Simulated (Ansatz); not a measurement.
# An O vacancy in rocksalt CaO, 63 atoms, charge 0

All numbers come from Ansatz (PAW, plane waves, no spin–orbit coupling) at the single k point (¼, ¼, ¼) without its symmetry partners. The atoms were relaxed with PBEsol in a fixed cell; other functionals are single points on those atoms unless said otherwise. The valence top and gap of the host come from its small cell on a dense mesh, with the band extrema sought between the mesh points, lined up by the mean potential, PBEsol gap 3.54 eV, HSE06 gap 5.31 eV.

Cell: a = 9.535 Å, b = 9.535 Å, c = 9.535 Å, α = 90.00°, β = 90.00°, γ = 90.00°.

Nearest atoms after relaxation, from the placed atom (for vacancies from the middle of the vacant sites): Ca at 2.43 Å, Ca at 2.43 Å, Ca at 2.43 Å, Ca at 2.44 Å, Ca at 2.44 Å, Ca at 2.44 Å, O at 3.38 Å, O at 3.38 Å.

Chemical potentials μ are those of reference phases of the elements at zero temperature by the same functional (the usual solids, diamond for C, grey Sn, and the molecules H2, N2, O2, F2, Cl2, Br2 and S8).

| functional | E(defect) − E(host) − Σ nμ + q·E_VBM (eV) | monopole (eV) | alignment (eV) | formation energy at E_F = VBM (eV) | moment (μB) | wall time, shared host |
| --- | --- | --- | --- | --- | --- | --- |
| PBEsol | 6.89 | 0.00 | 0.00 | 6.89 | 0 (no spin) | 100 s on 7 threads of Neoverse-V2 (relaxation) |
| HSE06 | 6.95 | 0.00 | 0.00 | 6.95 | 0 (no spin) | 11 min on 7 threads of Neoverse-V2 |

HSE06 one-electron levels near the gap (the ten most localised at most), from the host's valence top:

| level (eV) | spin | filling | atoms sharing it | element of the atom with most weight |
| --- | --- | --- | --- | --- |
| -0.21 | both | 2.00 | 32.2 | spread |
| -0.21 | both | 2.00 | 32.4 | spread |
| 3.74 | both | 2.00 | 8.3 | Ca |

All elements are taken at their own reference at once; growth conditions in equilibrium with the host shift these energies, by up to the host's formation enthalpy.

One k point and a cell of this size can leave errors of several tenths of an eV in such numbers.
